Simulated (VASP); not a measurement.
# BeS in VASP 6.6.1, single-point calculation

INCAR

```
IBRION = -1
LASPH = .TRUE.
NELM = 52
LWAVE = .FALSE.
NSW = 0
GGA = PE
EDIFF = 1E-7
NBANDS = 11
LCHARG = .FALSE.
LREAL = .FALSE.
ISIF = 2
IVDW = 11
ISMEAR = -1
SIGMA = 0.02
PREC = Accurate
ENCUT = 520
```

KPOINTS

```
KPOINTS created by Atomic Simulation Environment
0
Gamma
10 10 10
0 0 0
```

POSCAR

```
Be S
 1.0000000000000000
     0.0000000000000000    2.3172971968999998    2.3172971968999998
     2.4099890847999998    0.0000000000000000    2.3172971968999998
     2.4099890847999998    2.3172971968999998    0.0000000000000000
 Be  S
   1   1
Cartesian
  0.0000000000000000  0.0000000000000000  0.0000000000000000
  2.4099890847999998  2.3172971968999998  2.3172971968999998
```

The recommended PBE PAW datasets give the neutral cell 8 valence electrons.

Command

```
mpirun -np 1 vasp_std
```

How does this run end, and what does it give?

It converged. Results: gap between bands v and c on the k mesh 0.85 eV; least direct gap on the k mesh 3.64 eV; pressure -6.2 GPa. Band v is the last that the valence electrons fill when counted band by band, and c is the next.

OSZICAR

```
N       E                     dE             d eps       ncg     rms          rms(c)
DAV:   1     0.195384025621E+02    0.19538E+02   -0.39579E+03  2252   0.634E+02
DAV:   2    -0.782903758527E+01   -0.27367E+02   -0.26105E+02  2915   0.111E+02
DAV:   3    -0.895446961461E+01   -0.11254E+01   -0.11228E+01  2910   0.226E+01
DAV:   4    -0.896038708327E+01   -0.59175E-02   -0.59161E-02  2800   0.190E+00
DAV:   5    -0.896042549588E+01   -0.38413E-04   -0.38412E-04  2914   0.150E-01    0.601E+00
DAV:   6    -0.887403648340E+01    0.86389E-01   -0.21965E-01  2633   0.191E+00    0.405E+00
DAV:   7    -0.887283348536E+01    0.12030E-02   -0.67509E-02  3019   0.124E+00    0.169E+00
DAV:   8    -0.887375569595E+01   -0.92221E-03   -0.62494E-03  2575   0.383E-01    0.358E-01
DAV:   9    -0.887372401850E+01    0.31677E-04   -0.19424E-04  2678   0.849E-02    0.550E-02
DAV:  10    -0.887374034854E+01   -0.16330E-04   -0.26179E-05  2652   0.302E-02    0.695E-03
DAV:  11    -0.887374057523E+01   -0.22669E-06   -0.46811E-06  2765   0.108E-02    0.169E-03
DAV:  12    -0.887374063731E+01   -0.62084E-07   -0.16027E-07  2599   0.282E-03
   1 F= -.92776009E+01 E0= -.92776009E+01  d E =-.339103E-11
```

For comparison, a separate PBE run of the intended cell, on usual settings and not on those above, gives a gap of 0.85 eV on its mesh and a pressure of -4.0 GPa.
